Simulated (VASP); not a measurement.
Crystal: C.

```
CELL_PARAMETERS angstrom
2.12732 -1.22828 0.00000
2.12732 1.22828 0.00000
-1.37907 0.00000 3.50283
ATOMIC_POSITIONS crystal
C 0.83336 0.83336 0.00009
C 0.16664 0.16664 0.99991
```

This is a stacking variant of graphite.

| Property | Result |
| --- | --- |
| Program | VASP 6.6.1 |
| Task | relaxation of cell and atoms |
| Functional | RPBE |
| Potentials or basis | VASP PAW PBE potentials, release 64 (C) |
| Cutoff | 600 eV |
| k mesh | 16 × 16 × 10 |
| Occupations | gaussian, width 0.1 eV |
| Spin | no spin polarisation |

At the start: pressure 7.6 GPa; volume 9.15 Å³/atom.

How do energy, volume and symmetry change on relaxing?

Over 25 steps the energy falls by 24.9 meV/atom and the volume is 11.34 Å³/atom (+23.9 %); space group R-3m (No. 166, to 0.05 Å).

The path:
```tsv
step	energy change (eV)	largest force (eV/Å)	pressure (GPa)	volume (Å³)
1	0.0000	0.0043	7.59	18.31
2	0.0287	0.0073	-11.41	19.48
3	-0.0100	0.0020	0.63	18.69
4	-0.0140	0.0041	0.55	18.88
5	-0.0244	0.0205	0.34	19.43
6	-0.0387	0.0546	0.04	20.55
7	-0.0493	0.1250	-0.55	22.78
8	0.0668	3.2236	8.91	22.72
9	-0.0496	0.0336	-0.14	22.77
10	-0.0497	0.0242	-0.07	22.77
11	-0.0497	0.0259	-0.05	22.77
12	-0.0488	0.2351	0.28	22.73
13	-0.0497	0.0154	-0.01	22.77
14	-0.0493	0.1556	-0.05	22.74
15	-0.0497	0.0016	-0.02	22.77
16	-0.0497	0.0075	-0.10	22.75
17	-0.0497	0.0049	-0.07	22.76
18	-0.0497	0.0048	-0.05	22.75
19	-0.0497	0.0050	0.01	22.73
20	-0.0497	0.0079	0.10	22.68
21	-0.0497	0.0066	0.05	22.70
22	-0.0497	0.0038	0.05	22.69
23	-0.0497	0.0014	0.04	22.69
24	-0.0497	0.0066	0.01	22.67
25	-0.0497	0.0023	0.00	22.68
```

Final structure:
```xyz
2
Lattice="2.1455 -1.2386 -0.0032 2.1455 1.2386 -0.0032 -1.3961 0.0000 4.2696" Properties=species:S:1:pos:R:3 pbc="T T T"
C     3.5758    0.0000   -0.0054
C    -0.6809    0.0000    4.2684
```

Caveat: the volume moved by over 15 % at a fixed basis, so the end points are rough; the PAW data sets were made with another functional, which shifts forces and pressure a little; this functional lacks dispersion, which binds the layers, so the pressure and a relaxed spacing across them are unreliable, and here the layers came unbound.
